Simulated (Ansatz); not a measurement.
**Al: strain energy, fitted**

Al, Fm-3m, a = 4.042 Å. Ansatz: PBE, PAW, 420 eV, Γ-centred 18×18×14 mesh on 2 atoms, Gaussian smearing 0.10 eV; no spin polarisation. Series: uniaxial strain along c, with a, b and atoms relaxed; x is the strain in per cent. The axes a, b, c are those of the computed cell (2.858, 2.858, 4.042 Å), along [1 1 0], [-1 1 0], [0 0 1] of the cell named above. y is the free energy over the unstrained cell, V0 = 16.505 Å³/atom.

| x (%) | y (meV/atom) |
| --- | --- |
| -4.5 | 6.09 |
| -3.0 | 3.68 |
| -1.5 | ? |
| 0.0 | 0.00 |
| 1.5 | 0.97 |
| 3.0 | 3.96 |
| 4.5 | 7.13 |

Fit y = c2 x² + c3 x³ to the other rows, turn c2 into a modulus, and predict the missing energy.

Least squares on the rows shown. y = 0.3430 x² + 0.005698 x³. In eV per unit strain² c2 is 3.430; this is Young's modulus along the axis (E = ½ Y V0 ε²): 2 × 3.430 × 160.2 / (16.505) = 67 GPa. With a term in x⁴ added, the coefficient of x² becomes 0.4977, 45 % more, which shows how far this figure hangs on the form. At x = -1.5 the fit asked for gives 0.75 meV/atom. The run gave 1.33 meV/atom, so the fit is 0.58 meV/atom too low, within twice the rms miss on the fitted rows (0.52 meV/atom): the form describes this series only roughly.